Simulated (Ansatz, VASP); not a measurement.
**One calculation of MnSb, two programs**

The input INCAR:

```
ALGO = Normal
EDIFF = 1E-6
ENCUT = 520
GGA = PS
ISIF = 2
ISMEAR = 0
ISPIN = 2
LASPH = T
LCHARG = F
LMAXMIX = 4
LORBIT = 11
LREAL = F
LWAVE = F
MAGMOM = 0 4
NBANDS = 20
NELM = 150
PREC = Accurate
SIGMA = 0.02
```

The input KPOINTS:

```
k-points
0
Gamma
  8 8 8
```

Contents of POSCAR:

```
MnSb
1.0
    3.9527495300      0.0000000000      0.0000000000
    1.9763747650      3.4231815078      0.0000000000
    1.9763747650      1.1410605026      3.2274064765
Sb Mn
1 1
Direct
    0.5000000000      0.5000000000      0.5000000000
    0.0000000000      0.0000000000      0.0000000000
```

File input.yaml:

```yaml
crystal:
  lattice:
    - [3.95274953, 0.0, 0.0]
    - [1.976374765, 3.4231815078, 0.0]
    - [1.976374765, 1.1410605026, 3.2274064765]
  atoms:
    - { symbol: Sb, position: [0.5, 0.5, 0.5] }
    - { symbol: Mn, position: [0.0, 0.0, 0.0], spin: 4.0 }
kpoints:
  mp_grid: { grid: [8, 8, 8] }
scf:
  occupations: { method: gaussian, width: 0.02 }
hamiltonian:
  xc: pbesol
  pseudopotentials: { kind: all_electron, lapw: { basis_error: 0.001 } }
magnetization:
  spin_polarized: true
output:
  forces: true
  stress: true
  eigenvalues: true
```

Alike in both runs: task single point; functional PBEsol; k mesh 8 × 8 × 8; occupations gaussian, width 0.02 eV; collinear spin.

|  | VASP | Ansatz |
| --- | --- | --- |
| version | VASP 6.6.1 | Ansatz 0.2.0 |
| potentials or method | VASP PAW PBE potentials, release 64 (Sb, Mn_pv) | all-electron LAPW, scalar-relativistic |
| plane-wave cutoff (eV) | 520 | see its input |

```tsv
	VASP	Ansatz	Ansatz less VASP
gap on the k mesh at the Fermi level (eV)	none	none	-
pressure (GPa)	-3.9	-4.1	-0.14
net moment per atom (μB)	1.93	1.93	0.000
size of the moment on the site where the two differ most (μB)	3.76	3.89	+0.122
```

Site moments also hang on the region over which each program counts them. A gap of «none» marks a metal or a gap that the smearing closes. Ansatz ran all-electron here, so the differences hold the error of VASP's frozen core and of both bases.

Caveats: a cell with one magnetic atom can't hold antiferromagnetic order, which such compounds often take; the PAW data sets were made with another functional, which shifts forces and pressure a little (VASP). The runs have no spin-orbit coupling, so splittings on Sb are missing.
